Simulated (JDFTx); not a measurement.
# MoS2 (P-3m1) in JDFTx: band structure with BLYP

Aim: the band structure of MoS2 with BLYP.

All numbers are computed with JDFTx 1.7.0 (patched build); they aren't measurements. Logs are shortened: lines on timing, memory, paths and dates and some standing lists are left out, and cuts for length are marked. The log counts tension as positive stress, the text compression.

### 1 The structure

It takes space group P-3m1 (No. 164, trigonal). The conventional cell has a = 3.227 Å, b = 3.227 Å, c = 6.312 Å, α = 90.00°, β = 90.00°, γ = 120.00°. Mo (site symmetry -3m) is surrounded by 6 S at 2.42 Å. S (site symmetry 3m) is surrounded by 3 Mo at 2.42 Å.

Measurements of this composition are mostly on another form, of space group No. 194.

### 2 Band structure, BLYP

Input file bands.in:

```
lattice \
    6.0990240984    -3.0495120492     0.0000000000 \
    0.0000000000     5.2819098074     0.0000000000 \
    0.0000000000     0.0000000000    11.9288459328
coords-type Lattice
ion Mo     0.0000000000     0.0000000000     0.5000000000 1
ion S      0.6666666667     0.3333333333     0.7446806800 1
ion S      0.3333333333     0.6666666667     0.2553193200 1

ion-species pseudo/Mo.upf
ion-species pseudo/S.upf
elec-cutoff 40 320
elec-ex-corr gga-x-b88 gga-c-lyp
elec-smearing Fermi 0.0018374661
elec-n-bands 19
electronic-minimize nIterations 30 energyDiffThreshold 1e-06
davidson-band-ratio 1.3
forces-output-coords Cartesian
include path.kpoints
symmetries none
fix-electron-density run.$VAR

dump-name bands.$VAR
dump End Ecomponents EigStats BandEigs Kpoints Forces
```

Input file path.kpoints:

```
kpoint +0.0000000000 +0.0000000000 +0.0000000000 0.020000000000
kpoint +0.0833333333 +0.0000000000 +0.0000000000 0.020000000000
kpoint +0.1666666667 +0.0000000000 +0.0000000000 0.020000000000
kpoint +0.2500000000 +0.0000000000 +0.0000000000 0.020000000000
kpoint +0.3333333333 +0.0000000000 +0.0000000000 0.020000000000
kpoint +0.4166666667 +0.0000000000 +0.0000000000 0.020000000000
kpoint +0.5000000000 +0.0000000000 +0.0000000000 0.020000000000
kpoint +0.4444444444 +0.1111111111 +0.0000000000 0.020000000000
kpoint +0.3888888889 +0.2222222222 +0.0000000000 0.020000000000
kpoint +0.3333333333 +0.3333333333 +0.0000000000 0.020000000000
kpoint +0.2916666667 +0.2916666667 +0.0000000000 0.020000000000
kpoint +0.2500000000 +0.2500000000 +0.0000000000 0.020000000000
kpoint +0.2083333333 +0.2083333333 +0.0000000000 0.020000000000
kpoint +0.1666666667 +0.1666666667 +0.0000000000 0.020000000000
kpoint +0.1250000000 +0.1250000000 +0.0000000000 0.020000000000
kpoint +0.0833333333 +0.0833333333 +0.0000000000 0.020000000000
kpoint +0.0416666667 +0.0416666667 +0.0000000000 0.020000000000
kpoint +0.0000000000 +0.0000000000 +0.0000000000 0.020000000000
kpoint +0.0000000000 +0.0000000000 +0.1666666667 0.020000000000
kpoint +0.0000000000 +0.0000000000 +0.3333333333 0.020000000000
kpoint +0.0000000000 +0.0000000000 +0.5000000000 0.020000000000
kpoint +0.0714285714 +0.0000000000 +0.5000000000 0.020000000000
kpoint +0.1428571429 +0.0000000000 +0.5000000000 0.020000000000
kpoint +0.2142857143 +0.0000000000 +0.5000000000 0.020000000000
kpoint +0.2857142857 +0.0000000000 +0.5000000000 0.020000000000
kpoint +0.3571428571 +0.0000000000 +0.5000000000 0.020000000000
kpoint +0.4285714286 +0.0000000000 +0.5000000000 0.020000000000
kpoint +0.5000000000 +0.0000000000 +0.5000000000 0.020000000000
kpoint +0.4583333333 +0.0833333333 +0.5000000000 0.020000000000
kpoint +0.4166666667 +0.1666666667 +0.5000000000 0.020000000000
kpoint +0.3750000000 +0.2500000000 +0.5000000000 0.020000000000
kpoint +0.3333333333 +0.3333333333 +0.5000000000 0.020000000000
kpoint +0.3000000000 +0.3000000000 +0.5000000000 0.020000000000
kpoint +0.2666666667 +0.2666666667 +0.5000000000 0.020000000000
kpoint +0.2333333333 +0.2333333333 +0.5000000000 0.020000000000
kpoint +0.2000000000 +0.2000000000 +0.5000000000 0.020000000000
kpoint +0.1666666667 +0.1666666667 +0.5000000000 0.020000000000
kpoint +0.1333333333 +0.1333333333 +0.5000000000 0.020000000000
kpoint +0.1000000000 +0.1000000000 +0.5000000000 0.020000000000
kpoint +0.0666666667 +0.0666666667 +0.5000000000 0.020000000000
kpoint +0.0333333333 +0.0333333333 +0.5000000000 0.020000000000
kpoint +0.0000000000 +0.0000000000 +0.5000000000 0.020000000000
kpoint +0.5000000000 +0.0000000000 +0.5000000000 0.020000000000
kpoint +0.5000000000 +0.0000000000 +0.3333333333 0.020000000000
kpoint +0.5000000000 +0.0000000000 +0.1666666667 0.020000000000
kpoint +0.5000000000 +0.0000000000 +0.0000000000 0.020000000000
kpoint +0.3333333333 +0.3333333333 +0.0000000000 0.020000000000
kpoint +0.3333333333 +0.3333333333 +0.1666666667 0.020000000000
kpoint +0.3333333333 +0.3333333333 +0.3333333333 0.020000000000
kpoint +0.3333333333 +0.3333333333 +0.5000000000 0.020000000000
```

Potentials or basis: PseudoDojo-SR-PBE-0.5-standard with smoothed tails.

Run with:

```sh
> jdftx -c 1 -i bands.in -o bands.out
```

The log of the run:

```text
*************** JDFTx 1.7.0 (patched build) ***************

Input parsed successfully to the following command list (including defaults):
[... the input with its defaults ...]

---------- Initializing the Grid ----------
R =
[      6.09902     -3.04951            0  ]
[            0      5.28191            0  ]
[            0            0      11.9288  ]
unit cell volume = 384.282
G =
[     1.0302   0.594783         -0  ]
[          0    1.18957          0  ]
[          0         -0   0.526722  ]
Minimum fftbox size, Smin = [  52  52  100  ]
Chosen fftbox size, S = [  54  54  100  ]

---------- Initializing tighter grid for wavefunction operations ----------
R =
[      6.09902     -3.04951            0  ]
[            0      5.28191            0  ]
[            0            0      11.9288  ]
unit cell volume = 384.282
G =
[     1.0302   0.594783         -0  ]
[          0    1.18957          0  ]
[          0         -0   0.526722  ]
Minimum fftbox size, Smin = [  36  36  68  ]
Chosen fftbox size, S = [  36  36  70  ]

---------- Exchange Correlation functional ----------
Initialized LibXC exchange functional 'Becke 88'
Initialized LibXC correlation functional 'Lee, Yang & Parr'

---------- Setting up pseudopotentials ----------
Width of ionic core gaussian charges (only for fluid interactions / plotting) set to 0

Reading pseudopotential file 'pseudo/Mo.upf':
  'Mo' pseudopotential, 'PBE' functional
  Generated using ONCVPSP code by D. R. Hamann
  14 valence electrons, 4 orbitals, 6 projectors, 1001 radial grid points, with lMax = 2
    4S    l: 0   occupation:  2.0   eigenvalue: -2.364714
    4P    l: 1   occupation:  6.0   eigenvalue: -1.414320
    4D    l: 2   occupation:  5.0   eigenvalue: -0.137921
    5S    l: 0   occupation:  1.0   eigenvalue: -0.150182
  Core radius for overlap checks: 1.35 bohrs.

Reading pseudopotential file 'pseudo/S.upf':
  'S' pseudopotential, 'PBE' functional
  Generated using ONCVPSP code by D. R. Hamann
  6 valence electrons, 2 orbitals, 6 projectors, 1001 radial grid points, with lMax = 2
    3S    l: 0   occupation:  2.0   eigenvalue: -0.634163
    3P    l: 1   occupation:  4.0   eigenvalue: -0.257567
  Core radius for overlap checks: 1.43 bohrs.

Initialized 2 species with 3 total atoms.

Folded 50 k-points by 1x1x1 to 50 k-points.

---------- Setting up k-points, bands, fillings ----------
No reducable k-points.
Computing the number of bands and number of electrons
Calculating initial fillings.
nElectrons:  26.000000   nBands: 19   nStates: 50

----- Setting up reduced wavefunction bases (one per k-point) -----
average nbasis = 4642.620 , ideal nbasis = 4643.375

---------- Setting up ewald sum ----------
Optimum gaussian width for ewald sums = 2.415126 bohr.
Real space sum over 1183 unit cells with max indices [  6  6  3  ]
Reciprocal space sum over 2299 terms with max indices [  5  5  9  ]

---------- Allocating electronic variables ----------
Reading n from file 'run.n' ... done
Initializing wave functions:  linear combination of atomic orbitals
Note: number of bands (19) exceeds available atomic orbitals (18)

----------- Band structure minimization -------------
Minimization will be done independently for each quantum number.

---- Minimization of quantum number:     0  [ +0.0000000 +0.0000000 +0.0000000 ]  0.040000000 ----
BandDavidson: Iter:   0  Eband: +0.028571976133547
BandDavidson: Iter:   1  Eband: +0.008989873761334  dEband: -1.958210e-02
BandDavidson: Iter:   2  Eband: +0.006093669563887  dEband: -2.896204e-03
BandDavidson: Iter:   3  Eband: +0.005542861066176  dEband: -5.508085e-04
[... 841 lines of inner loops ...]
BandDavidson: Iter:  11  Eband: +0.005540918690292  dEband: -1.198254e-06
BandDavidson: Iter:  12  Eband: +0.005540223737478  dEband: -6.949528e-07
BandDavidson: Converged (dEband<1.000000e-06)
	FillingsUpdate:  mu: +0.385413079  nElectrons: 26.000000
WARNING: these k-points are no uniform mesh, so that mu and the fillings of partly filled bands are only those of these points: take mu from the calculation that made the density or potential.

Dumping 'bands.eigStats' ...
	eMin: -1.881360 at state 18 ( [ +0.000000 +0.000000 +0.166667 ] spin 0 )
	HOMO: +0.385146 at state 40 ( [ +0.033333 +0.033333 +0.500000 ] spin 0 )
	mu  : +0.385413
	LUMO: +0.385878 at state 34 ( [ +0.233333 +0.233333 +0.500000 ] spin 0 )
	eMax: +0.731847 at state 46 ( [ +0.333333 +0.333333 +0.000000 ] spin 0 )
	HOMO-LUMO gap: +0.000731
	Optical gap  : +0.009905 at state 35 ( [ +0.200000 +0.200000 +0.500000 ] spin 0 )
Done!
[note: mu, HOMO and LUMO in a band run belong to the points of the path alone and aren't those of the crystal]
```

Run time: 52 s. Hardware: 1 thread of Arm Neoverse V2, shared host; peak memory 0.15 GiB.

Results:

```yaml
Band_gap_along_the_path: none (metal or under the smearing width)
```

Levels at the corners of the path, in eV from the Fermi level:
| point | band 9 | band 10 | band 11 | band 12 | band 13 | band 14 | band 15 | band 16 | band 17 |
| --- | --- | --- | --- | --- | --- | --- | --- | --- | --- |
| Γ | -4.01 | -1.82 | -1.03 | -0.95 | -0.95 | -0.33 | -0.33 | 3.17 | 3.17 |
| M | -4.68 | -4.08 | -3.13 | -1.75 | -1.68 | 0.89 | 1.67 | 3.60 | 3.82 |
| K | -5.31 | -3.81 | -3.81 | -3.37 | 0.63 | 0.79 | 0.79 | 2.87 | 2.87 |
| Γ | -4.01 | -1.82 | -1.03 | -0.95 | -0.95 | -0.33 | -0.33 | 3.17 | 3.17 |
| A | -4.00 | -3.56 | -0.95 | -0.95 | -0.40 | -0.40 | -0.06 | 3.33 | 3.33 |
| L | -4.70 | -4.13 | -2.36 | -2.05 | -1.59 | 0.88 | 1.68 | 3.28 | 4.74 |
| H | -5.11 | -3.78 | -3.78 | -3.71 | 0.36 | 0.36 | 0.64 | 3.60 | 3.60 |
| A | -4.00 | -3.56 | -0.95 | -0.95 | -0.40 | -0.40 | -0.06 | 3.33 | 3.33 |
| L | -4.70 | -4.13 | -2.36 | -2.05 | -1.59 | 0.88 | 1.68 | 3.28 | 4.74 |
| M | -4.68 | -4.08 | -3.13 | -1.75 | -1.68 | 0.89 | 1.67 | 3.60 | 3.82 |
| K | -5.31 | -3.81 | -3.81 | -3.37 | 0.63 | 0.79 | 0.79 | 2.87 | 2.87 |
| H | -5.11 | -3.78 | -3.78 | -3.71 | 0.36 | 0.36 | 0.64 | 3.60 | 3.60 |
